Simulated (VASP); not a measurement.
CdSe:

```
Cd Se
1.0
     0.00000    3.07027    3.07027
     3.07027    0.00000    3.07027
     3.07027    3.07027    0.00000
Cd Se
1 1
Direct
  0.00000 0.00000 0.00000
  0.75000 0.75000 0.75000
```

Measurements of this composition are mostly on another form, of space group No. 186.

| Quantity | Value |
| --- | --- |
| Program | VASP 6.6.1 |
| Task | relaxation of cell and atoms |
| Functional | PBEsol |
| Potentials or basis | VASP PAW PBE potentials, release 64 (Cd, Se) |
| Cutoff | 600 eV |
| k mesh | 10 × 10 × 10 |
| Occupations | gaussian, width 0.02 eV |
| Spin | no spin polarisation |

At the start: pressure -1.2 GPa; volume 28.94 Å³/atom.

Question: How do energy, volume and symmetry change on relaxing?

Answer: Over 3 steps the energy falls by 2.5 meV/atom and the volume is 28.27 Å³/atom (-2.3 %); space group F-43m (No. 216, to 0.05 Å).

The path:
```csv
step,energy change (eV),largest force (eV/Å),pressure (GPa),volume (Å³)
1,0.0000,0.0000,-1.16,57.88
2,-0.0045,0.0000,0.35,56.15
3,-0.0049,0.0000,0.03,56.54
```

Final structure:
```
Cd Se
1.0
     0.00000    3.04630    3.04630
     3.04630    0.00000    3.04630
     3.04630    3.04630    0.00000
Cd Se
1 1
Direct
  0.00000 0.00000 0.00000
  0.75000 0.75000 0.75000
```

Caveat: the PAW data sets were made with another functional, which shifts forces and pressure a little.
